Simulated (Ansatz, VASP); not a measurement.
**Hg in VASP and in Ansatz**

```
Hg
1.0
    -3.02000    3.02000    3.02000
     3.02000   -3.02000    3.02000
     3.02000    3.02000   -3.02000
Hg
1
Cartesian
  0.0000 0.0000 0.0000
```

Alike in both runs: functional revPBE; k mesh 12 × 12 × 12; occupations fermi-dirac, width 0.1 eV; no spin polarisation.

Ansatz relaxed the structure, and its values are those at the end. VASP's run is a single point on that final structure, the one shown.

|  | VASP | Ansatz |
| --- | --- | --- |
| version | VASP 6.6.1 | Ansatz 0.2.0 |
| potentials or method | VASP PAW PBE potentials, release 64 (Hg) | plane waves (420 eV) with PAW, scalar-relativistic |
| plane-wave cutoff (eV) | 520 | 420 |
| valence electrons in the cell | 12 | 20 |

|  | VASP | Ansatz | Ansatz less VASP |
| --- | --- | --- | --- |
| gap on the k mesh at the Fermi level (eV) | 4.28 | 4.27 | -0.009 |
| pressure (GPa) | 0.0 | 0.0 | +0.02 |

The functional is the same, so the differences come from potentials, cutoffs and numerics. The two sets of potentials don't hold the same shells in valence.

Caveats: the PAW data sets were made with another functional, which shifts forces and pressure a little (VASP); spin-orbit coupling is left out, which moves the levels of the heavy elements. A k mesh can miss the band edges. revPBE gaps usually lie below the measured ones, often by a third to a half.
